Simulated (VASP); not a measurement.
**KI: single point with PBE**

**The experiment to reproduce.**

A printed reference work, monograph reports, for a bulk crystal of KI: band gap 6.32 eV.

The system is KI.

```xyz
2
Lattice="0.0000 3.5446 3.5446 3.5446 0.0000 3.5446 3.5446 3.5446 0.0000" Properties=species:S:1:pos:R:3 pbc="T T T"
K     0.0000    0.0000    0.0000
I     3.5446    3.5446    3.5446
```

```
Program                : VASP 6.6.1
Task                   : single point
Functional             : PBE
Potentials or basis    : VASP PAW PBE potentials, release 64 (K_sv, I)
Cutoff                 : 520 eV
k mesh                 : 4 × 4 × 4
Occupations            : gaussian, width 0.01 eV
Spin                   : no spin polarisation
Dipole correction      : no
Further INCAR settings : ALGO = Normal; EDIFF = 1e-07; NBANDS = 15
```

```
Pressure               : 0.5 GPa
Band gap on the k mesh : 3.94 eV
```

Levels at points of the mesh, in eV from the valence-band top:
```
           k point  band 4  band 5  band 6  band 7  band 8  band 9  band 10  band 11  band 12  band 13
(0.00, 0.00, 0.00)  -12.01  -10.49    0.00    0.00    0.00    3.94     6.50     6.50     6.50     7.21
(0.50, 0.00, 0.00)  -12.01  -10.22   -1.30   -0.33   -0.33    5.51     7.68     8.12     8.12     8.69
(0.50, 0.50, 0.00)  -12.02  -10.35   -0.98   -0.36   -0.36    4.95     5.74     8.08     8.68     8.76
```

Wall time 24 s on 1 thread of Intel(R) Xeon(R) Platinum 8259CL CPU @ 2.50GHz (Skylake/Cascade Lake), on a shared host, peak memory 0.23 GiB.

Measured gap of KI: 6.32 eV (a printed reference work, monograph). This calculation gives 3.94 eV (-2.38 eV). Spin-orbit coupling on I is left out. The value is that of PBE, without temperature or zero-point motion. Semilocal functionals fall short of measured gaps as a rule.

Caveat: spin-orbit coupling is left out, which moves the levels of the heavy elements.
